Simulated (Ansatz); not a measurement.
# Ta (Im-3m) in Ansatz: a series of runs

The runs below take Ta through single point, equation of state, with r2SCAN.

Program: Ansatz 0.2.0. These are calculated values, not measurements. Logs are shortened: lines on timing, memory, paths and dates and some standing lists are left out, and cuts for length are marked.

**Experimental background.**

From “Refinement of the equation of state of tantalum”, 2004, arxiv:cond-mat/0403080, for a bulk crystal of Ta: bulk modulus 194 GPa.

The results are compared with them further down.

### Step 1. The crystal as given

Symmetry: Im-3m, No. 229, cubic system. Conventional cell: a = 3.303 Å, b = 3.303 Å, c = 3.303 Å, α = 90.00°, β = 90.00°, γ = 90.00°. Ta (site symmetry m-3m) has 8 Ta at 2.86 Å as nearest neighbours.

### Step 2. Single point, r2SCAN, 16.93 Å³/atom (volume scaled by 0.94)

File input.yaml:

```yaml
crystal:
  lattice:
    - [-1.6175709496, 1.6175709496, 1.6175709496]
    - [1.6175709496, -1.6175709496, 1.6175709496]
    - [1.6175709496, 1.6175709496, -1.6175709496]
  atoms:
    - { symbol: Ta, position: [0.0, 0.0, 0.0] }
hamiltonian:
  xc: r2scan
  pseudopotentials: { kind: paw }
kpoints:
  mp_grid: { grid: [11, 11, 11] }
scf:
  occupations: { method: fermi_dirac, width: 0.05 }
output:
  forces: true
  stress: true
  eigenvalues: true
```

Potentials or basis: Ansatz PAW.

The run is started by

```console
> ansatz run input.yaml --threads 2 --pin off --max-ram 5632MiB --backend cpu --events-out ev --progress --plain --runs-dir out
```

The log of the run:

```text
Warning: RAYON_NUM_THREADS=2 ignored (pool sized by the plan → 2); use --threads N
Engine: ansatz 0.2.0, x86_64-unknown-linux-gnu
Pseudopotentials: kind: paw
Pseudopotential: Ta, paw, valence charge 13, recommended cutoff 500 eV (meta_gga), Ta.paw.azcp
Functional definition: r2SCAN
  parameter k0 = 0.174
  parameter k1 = 0.065
  parameter a1 = 4.9479
  exchange = r2scan_x(k0 = k0, k1 = k1, a1 = a1)
  correlation = r2scan_c
Crystal: 1 atoms, lattice volume = 16.930 Å³
Basis set: ecut = 500 eV, 429 PW (Γ), exchange–correlation on 96×96×96 points (64 copies of the dense FFT grid, shifted against one another)
Bands: 11, of which v1, the nominal top of the filled ones, is band 7 counted from 1 (6 counted from 0)
Symmetry: 48 space group operations
Space group: Im-3m (ITA 229), of the structure as read, at distance tolerance 2.6e-5 Å
k-points: 56 of 1331
Non-local potential: Ta, projectors of the file, l = 0: 3, l = 1: 2, l = 2: 2, l = 3: 1
PAW form: soft (Blöchl's): semilocal exchange-correlation on the pseudo side does not see the compensation charge
PAW frozen core: Ta, regenerated for the run's functional (the file was generated under x = pbe(κ = 0.804, μ = 0.2195149727645171), c = pbe(β = 0.06672455060314922))
PAW one-centre angular grid: Ta, 590 points (default); XC on 160 Gauss nodes
Initial density: superposition of atomic densities (neutral atoms: chi_scale 0, normalization atom), corrected by the library's trained network
Initial wavefunctions: pseudopotential atomic-orbital guess
Functional: x = r2scan, c = r2scan; τ floored in thin density (d = 2e-4 eV/Å³)
SCF iter   1: F=—  HF=-9944.257321 eV  |F-HF|=—  |Δ(HF+E_count)|=         —  Δρ=6.43e-3  dr2=2.03e-3  dr2_τ=1.85e-2  ethr=1.77e-3  ⟨swp⟩=5.9  Hψ=3721  notcnv=0
preconditioner: auto → none  [insulator: Δε(μ)=0.180 eV  Ē_g=9.298 eV  σ=0.050 eV  W_gap=0.72  n_scr=0 (ndim 8)  ℏωp=20.2 eV  f_vac=0.000  D(μ)=0.59/eV (n_scr^D=0)  ε∞_Penn≈5.7]
SCF iter   2: F=—  HF=-9944.279011 eV  |F-HF|=—  |Δ(HF+E_count)|=   2.17e-2  Δρ=3.48e-3  dr2=5.37e-4  dr2_τ=2.08e-4  ethr=1.57e-5  ⟨swp⟩=2.1  Hψ=1623  notcnv=0  defer=10
SCF iter   3: F=—  HF=-9944.279710 eV  |F-HF|=—  |Δ(HF+E_count)|=   7.00e-4  Δρ=6.23e-4  dr2=1.63e-5  dr2_τ=1.57e-5  ethr=4.13e-6  ⟨swp⟩=2.9  Hψ=957  notcnv=0  defer=10
SCF iter   4: F=—  HF=-9944.279732 eV  |F-HF|=—  |Δ(HF+E_count)|=   2.13e-5  Δρ=3.83e-5  dr2=7.76e-8  dr2_τ=3.95e-8  ethr=1.25e-7  ⟨swp⟩=3.0  Hψ=974  notcnv=0  defer=10
iter 5 did not close the SCF: its close was put off for the readings that it lacked (scf_convergence_deferred on its scf_iter line)
SCF iter   5: F=-9944.279732 eV  HF=-9944.279732 eV  |F-HF|=3.83e-9  |Δ(HF+E_count)|=   7.48e-8  Δρ=1.34e-5  dr2=1.44e-8  dr2_τ=1.07e-8  ethr=5.97e-10  ⟨swp⟩=2.0  Hψ=971  notcnv=0  defer=10
SCF iter   6: F=-9944.279732 eV  HF=-9944.279732 eV  |F-HF|=1.27e-10  |Δ(HF+E_count)|=   7.45e-9  Δρ=2.62e-6  dr2=5.12e-10  dr2_τ=7.57e-11  ethr=1.11e-10  ⟨swp⟩=2.8  Hψ=2087  notcnv=0
SCF 1 converged in 6 iterations: F = -9944.279732 eV  dr2 = 5.12e-10
SCF converged after 6 iterations
Free energy (F): -9944.279732 eV
Harris-Foulkes:  -9944.279732 eV  (|F-HF|=1.27e-10)
Internal energy: -9944.273378 eV  (E = F + TS)
E sigma→0 (E₀):  -9944.276555 eV
Entropy (-TS):   -0.006354 eV (-6.354 meV/atom)
Fermi energy:    19.822665 eV
--- Per-component energies (eV) ---
  E_band       = -98.321474
  E_kinetic    = 369.464119
  E_local      = -512.159391  (includes V_loc(G=0)·N_el)
  E_nonlocal   = 15.863383
  E_hartree    = 180.810189
  E_xc         = -205.275362
  E_vxc        = -223.365581  (∫ρ·V_xc dr)
  E_paw        = -8423.467096  (= ΣΔE_a)
  E_vpaw       = -121.072656  (= ΣTr[D̂ρ^β])
  E_aug_tail   = 0.000080  (compensation charges beyond the density's cutoff)
  E_vtau       = 11.328582  (kinetic-family band-sum trace: ∫τ·v_τ [+ j·A + Jᵃ·Aᵃ] dr)
  E_ewald      = -1368.753019
  E_core_change = -0.756280  (= ΣΔE_core)
  E_smearing   = -0.006354  (= −TS)
  E_closure    = 0.000000  (closes the sum)
  Σ components = -9944.279732   (vs F -9944.279732, Δ=0.00e0)
--- Forces (eV/Å), atoms counted from 1 ---
  atom   1  Ta    -0.00000000    -0.00000000     0.00000000
  max |Σ_I F_I| component: 4.20e-33 eV/Å
--- Stress (GPa, compression-positive) ---
       14.036815      -0.000000      -0.000000
       -0.000000      14.036815       0.000000
       -0.000000       0.000000      14.036815
  P = ⅓ Tr σ = 14.0368 GPa (140.368 kbar)
--- Band table (eV; the first three rows and the last of 56) ---
  k-point 0: bands = ["-48.9057", "-14.0773", "-14.0773", "-14.0773", "11.3110", "20.6682", "20.6682", "20.6682", "24.3739", "24.3739", "35.3609"]
  k-point 1: bands = ["-48.8926", "-14.2084", "-14.1166", "-14.0782", "11.7198", "20.3973", "20.5699", "21.0728", "23.9611", "24.3710", "35.7246"]
  k-point 2: bands = ["-48.8574", "-14.5491", "-14.2207", "-14.0809", "12.8154", "19.7460", "20.1212", "22.2505", "23.5621", "24.4239", "36.2808"]
  k-point 55: bands = ["-48.6234", "-15.1128", "-15.0886", "-15.0886", "15.5899", "15.6435", "26.3300", "26.3300", "27.2478", "28.8120", "30.7681"]
```

It took 6.7 s on 2 threads of Intel Xeon at 2.50GHz (Skylake/Cascade Lake), shared host; peak memory 0.34 GiB.

Results:

```
Free energy            : -9944.2797 eV
Pressure               : 14.0 GPa
Band gap on the k mesh : none (metal or under the smearing width)
```

Caveat: the PAW data sets come from PBE, with cores solved anew for the run's functional, which leaves a small shift of forces and pressure.

### Step 3. Single point, r2SCAN, 17.29 Å³/atom (volume scaled by 0.96)

Changes to input.yaml since step 2:

```diff
@@ -2,5 +2,5 @@
   lattice:
-    - [-1.6175709496, 1.6175709496, 1.6175709496]
-    - [1.6175709496, -1.6175709496, 1.6175709496]
-    - [1.6175709496, 1.6175709496, -1.6175709496]
+    - [-1.6289626696, 1.6289626696, 1.6289626696]
+    - [1.6289626696, -1.6289626696, 1.6289626696]
+    - [1.6289626696, 1.6289626696, -1.6289626696]
   atoms:
```

Potentials or basis: Ansatz PAW.

The run is started by

```console
> ansatz run input.yaml --threads 2 --pin off --max-ram 5632MiB --backend cpu --events-out ev --progress --plain --runs-dir out
```

Wall time 7.6 s (2 threads of Intel Xeon at 2.50GHz (Skylake/Cascade Lake), shared host); peak memory 0.35 GiB.

Results (log left out):

```yaml
Free_energy: -9944.3054 eV
Pressure: 8.9 GPa
Band_gap_on_the_k_mesh: none (metal or under the smearing width)
```

Caveat: the PAW data sets come from PBE, with cores solved anew for the run's functional, which leaves a small shift of forces and pressure.

### Step 4. Single point, r2SCAN, 17.65 Å³/atom (volume scaled by 0.98)

File input.yaml:

```yaml
crystal:
  lattice:
    - [-1.64019725, 1.64019725, 1.64019725]
    - [1.64019725, -1.64019725, 1.64019725]
    - [1.64019725, 1.64019725, -1.64019725]
  atoms:
    - { symbol: Ta, position: [0.0, 0.0, 0.0] }
hamiltonian:
  xc: r2scan
  pseudopotentials: { kind: paw }
kpoints:
  mp_grid: { grid: [11, 11, 11] }
scf:
  occupations: { method: fermi_dirac, width: 0.05 }
output:
  forces: true
  stress: true
  eigenvalues: true
  write_density: true
  write_potential: true
  elf: true
  volumetric_format: npy
```

The run is started by

```console
> ansatz run input.yaml --threads 2 --pin off --max-ram 5632MiB --backend cpu --events-out ev --progress --plain --runs-dir out
```

It took 7.6 s on 2 threads of Intel Xeon at 2.50GHz (Skylake/Cascade Lake), shared host; peak memory 0.35 GiB.

The run converged. Its results:

```yaml
Free_energy: -9944.3200 eV
Pressure: 4.2 GPa
Band_gap_on_the_k_mesh: none (metal or under the smearing width)
```

Caveat: the PAW data sets come from PBE, with cores solved anew for the run's functional, which leaves a small shift of forces and pressure.

### Step 5. Single point, r2SCAN, 18.01 Å³/atom

Changes to input.yaml since step 4:

```diff
@@ -2,5 +2,5 @@
   lattice:
-    - [-1.64019725, 1.64019725, 1.64019725]
-    - [1.64019725, -1.64019725, 1.64019725]
-    - [1.64019725, 1.64019725, -1.64019725]
+    - [-1.65128, 1.65128, 1.65128]
+    - [1.65128, -1.65128, 1.65128]
+    - [1.65128, 1.65128, -1.65128]
   atoms:
```

The run is started by

```console
> ansatz run input.yaml --threads 2 --pin off --max-ram 5632MiB --backend cpu --events-out ev --progress --plain --runs-dir out
```

Wall time 7.8 s (2 threads of Intel Xeon at 2.50GHz (Skylake/Cascade Lake), shared host); peak memory 0.36 GiB.

It converged, with:

```
Free energy            : -9944.3248 eV
Pressure               : 0.1 GPa
Band gap on the k mesh : none (metal or under the smearing width)
```

Caveat: the PAW data sets come from PBE, with cores solved anew for the run's functional, which leaves a small shift of forces and pressure.

### Step 6. Single point, r2SCAN, 18.37 Å³/atom (volume scaled by 1.02)

File input.yaml:

```yaml
crystal:
  lattice:
    - [-1.6622159478, 1.6622159478, 1.6622159478]
    - [1.6622159478, -1.6622159478, 1.6622159478]
    - [1.6622159478, 1.6622159478, -1.6622159478]
  atoms:
    - { symbol: Ta, position: [0.0, 0.0, 0.0] }
hamiltonian:
  xc: r2scan
  pseudopotentials: { kind: paw }
kpoints:
  mp_grid: { grid: [11, 11, 11] }
scf:
  occupations: { method: fermi_dirac, width: 0.05 }
output:
  forces: true
  stress: true
  eigenvalues: true
```

Potentials or basis: Ansatz PAW.

The run is started by

```console
> ansatz run input.yaml --threads 2 --pin off --max-ram 5632MiB --backend cpu --events-out ev --progress --plain --runs-dir out
```

Wall time 8 s (2 threads of Intel Xeon at 2.50GHz (Skylake/Cascade Lake), shared host); peak memory 0.36 GiB.

Results (log left out):

```
Free energy            : -9944.3205 eV
Pressure               : -3.8 GPa
Band gap on the k mesh : none (metal or under the smearing width)
```

Caveat: the PAW data sets come from PBE, with cores solved anew for the run's functional, which leaves a small shift of forces and pressure.

### Step 7. Single point, r2SCAN, 18.73 Å³/atom (volume scaled by 1.04)

Changes to input.yaml since step 6:

```diff
@@ -2,5 +2,5 @@
   lattice:
-    - [-1.6622159478, 1.6622159478, 1.6622159478]
-    - [1.6622159478, -1.6622159478, 1.6622159478]
-    - [1.6622159478, 1.6622159478, -1.6622159478]
+    - [-1.6730098603, 1.6730098603, 1.6730098603]
+    - [1.6730098603, -1.6730098603, 1.6730098603]
+    - [1.6730098603, 1.6730098603, -1.6730098603]
   atoms:
```

The run is started by

```console
> ansatz run input.yaml --threads 2 --pin off --max-ram 5632MiB --backend cpu --events-out ev --progress --plain --runs-dir out
```

Run time: 6.8 s. Hardware: 2 threads of Intel Xeon at 2.50GHz (Skylake/Cascade Lake), shared host; peak memory 0.35 GiB.

The run converged. Its results:

```
Free energy            : -9944.3081 eV
Pressure               : -7.3 GPa
Band gap on the k mesh : none (metal or under the smearing width)
```

Caveat: the PAW data sets come from PBE, with cores solved anew for the run's functional, which leaves a small shift of forces and pressure.

### Step 8. Single point, r2SCAN, 19.09 Å³/atom (volume scaled by 1.06)

Changes to input.yaml since step 7:

```diff
@@ -2,5 +2,5 @@
   lattice:
-    - [-1.6730098603, 1.6730098603, 1.6730098603]
-    - [1.6730098603, -1.6730098603, 1.6730098603]
-    - [1.6730098603, 1.6730098603, -1.6730098603]
+    - [-1.6836662614, 1.6836662614, 1.6836662614]
+    - [1.6836662614, -1.6836662614, 1.6836662614]
+    - [1.6836662614, 1.6836662614, -1.6836662614]
   atoms:
```

The run is started by

```console
> ansatz run input.yaml --threads 2 --pin off --max-ram 5632MiB --backend cpu --events-out ev --progress --plain --runs-dir out
```

Run time: 5.4 s. Hardware: 2 threads of Intel Xeon at 2.50GHz (Skylake/Cascade Lake), shared host; peak memory 0.35 GiB.

The run converged. Its results:

```
Free energy            : -9944.2881 eV
Pressure               : -10.5 GPa
Band gap on the k mesh : none (metal or under the smearing width)
```

Caveat: the PAW data sets come from PBE, with cores solved anew for the run's functional, which leaves a small shift of forces and pressure.

### Step 9. Equation of state, r2SCAN

Potentials or basis: Ansatz PAW.

No new run: the results of the series are fitted here.

Results:

```
Equilibrium volume                      : 18.02 Å³/atom
Bulk modulus                            : 200 GPa
Pressure derivative of the bulk modulus : 3.7
```

Energy against volume, from the lowest point:
```csv
volume (Å³/atom),energy (meV/atom)
16.930,45.04
17.290,19.40
17.650,4.76
18.010,0.00
18.371,4.23
18.731,16.67
19.091,36.70
```

Caveat: the PAW data sets were made with another functional, which shifts forces and pressure a little.

### Step 10. Comparison with measurements

Step 9. Measured bulk modulus of Ta: 194 GPa (quoted in “Refinement of the equation of state of tantalum”, 2004, arxiv:cond-mat/0403080). This calculation gives 200 GPa (+3.3 %). The fit is for a static lattice scaled at fixed shape and fixed fractional positions.
